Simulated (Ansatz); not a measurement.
# LiF (rocksalt): gap against strain (isotropic on every length)

LiF built on the rocksalt prototype, relaxed with r2SCAN in Ansatz 0.2.0, then strained (isotropic on every length; changes of length per length, axes as in the cell below) with the atoms relaxed again within the symmetry that is left. Space group Fm-3m (No. 225), cubic; a = 3.990 Å in the conventional setting, 7.94 Å³ an atom. Li is surrounded by 6 F at 1.99 Å; F is surrounded by 6 Li at 1.99 Å. No spin polarisation and no zero-point or thermal motion.

```
CELL_PARAMETERS angstrom
0.00000 1.99487 1.99487
1.99487 0.00000 1.99487
1.99487 1.99487 0.00000
ATOMIC_POSITIONS crystal
Li 0.00000 0.00000 0.00000
F 0.50000 0.50000 0.50000
```

Gaps are the least over each mesh (PBE 10×10×10, r2SCAN 10×10×10, HSE06 8×8×8 when unstrained) and the special points, which keep their unstrained names; stress is the change from the unstrained cell, compression positive.

```
strain (%)  gap, PBE (eV)  gap, r2SCAN (eV)  gap, HSE06 (eV)    edges, HSE06  mean stress, r2SCAN (GPa)  energy rise, r2SCAN (meV/atom)
      -2.5         10.080            11.100           12.460  Γ–K (0.18) → Γ                      +6.91                            11.8
       0.0          9.347            10.330           11.674  Γ–K (0.17) → Γ                       0.00                             0.0
     +3.35              –             9.436                –               –                      -6.22                            17.3
     +5.81          7.941             8.863           10.162               Γ                      -9.19                            48.4
     +5.98          7.906             8.826           10.123               Γ                      -9.35                            51.0
```

Problem. Estimate the row for a strain of -3.0 %.

Solution.
```
strain (%)  gap, PBE (eV)  gap, r2SCAN (eV)  gap, HSE06 (eV)    edges, HSE06  mean stress, r2SCAN (GPa)  energy rise, r2SCAN (meV/atom)
      -3.0         10.238            11.265           12.628  Γ–K (0.17) → Γ                      +8.59                            17.3
```

Between zero and the nearest strains the slope of the HSE06 gap against strain is -0.314 eV per percent for negative and -0.260 for positive strain.

Where an edge lies off the special points, it is a point of the mesh or the k point where a search put PBE's edge or least direct gap, reused for the other functionals, whose own edges may lie a little apart.

The meshes of the hybrids are coarse, so their gaps aren't converged to the digits shown.
